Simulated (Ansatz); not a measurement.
A series in volume scale on ZrN

All results are calculated (Ansatz 0.2.0). Periodic Kohn-Sham DFT of a crystal at fixed atoms, scaled to volume_scale times the given cell; pressure positive in compression, energy less spherical unpolarised free atoms, largest_vzz the field gradient of largest size among the nuclei.

The cell before it is scaled or strained (space group Fm-3m, No. 225):
```
ZrN
1.0
      0.0000     2.2842     2.2842
      2.2842     0.0000     2.2842
      2.2842     2.2842     0.0000
Zr N
1 1
Direct
  0.00000 0.00000 0.00000
  0.50000 0.50000 0.50000
```

Settings of every row: method all-electron PAW; functional LDA; relativity scalar; k mesh 9x9x9; filling fermi-dirac; smearing width 0.03 eV; nucleus gaussian.

Atom start moment: 0 on all atoms.

| row | volume scale | V (Å³/atom) | pressure (GPa) |
| --- | --- | --- | --- |
| 1 | 0.94 | 11.203 | 10.086 |
| 2 | 0.96 | 11.441 | ? |
| 3 | 0.98 | 11.68 | -2.37 |
| 4 | 0.99 | 11.799 | -5.083 |
| 5 | 1 | 11.918 | -7.652 |
| 6 | 1.01 | 12.037 | -10.085 |
| 7 | 1.02 | 12.156 | -12.389 |
| 8 | 1.04 | 12.395 | -16.634 |
| 9 | 1.06 | 12.633 | -20.439 |

Question: what pressure should row 2 give?

Worked fit of pressure. Take u = (V_r/V)^(2/3) − 1 with V_r = 11.977 Å³ an atom, which is twice the finite (Eulerian) strain; such expansions in the strain, on which the Birch-Murnaghan equation of state is built, carry the rest volume and the bulk modulus. The shown rows have u = 0.04554, 0.01688, 0.01003, 0.0033, -0.00333, -0.00984, -0.02261, -0.03493. Least squares give pressure = −8.8751 + 367.87 × u + 1062.96 × u² GPa; a straight line predicts inner rows, each left out in turn, worse (root mean square 0.55 against 0.01 GPa). The rows lie off it by 0.004, -0.007, -0.005, -0.002, 0.003, 0.003, 0.015, -0.011 (root mean square 0.0076 GPa). The pressure vanishes at u = 0.0226, or V = 11.58 Å³ an atom, and there the bulk modulus at fixed shape and fractions is B = −V dP/dV = (2/3)(1 + u) dP/du = 284 GPa. The withheld row has u = 0.03099, so the fit gives −8.8751 + 367.87 × (0.03099) + 1062.96 × (0.03099)² = 3.546 GPa.

The calculation gave 3.519 GPa. The fit lies 0.027 GPa (0.088 % of the column's range) above it; its largest miss of a shown row is 0.015 GPa.
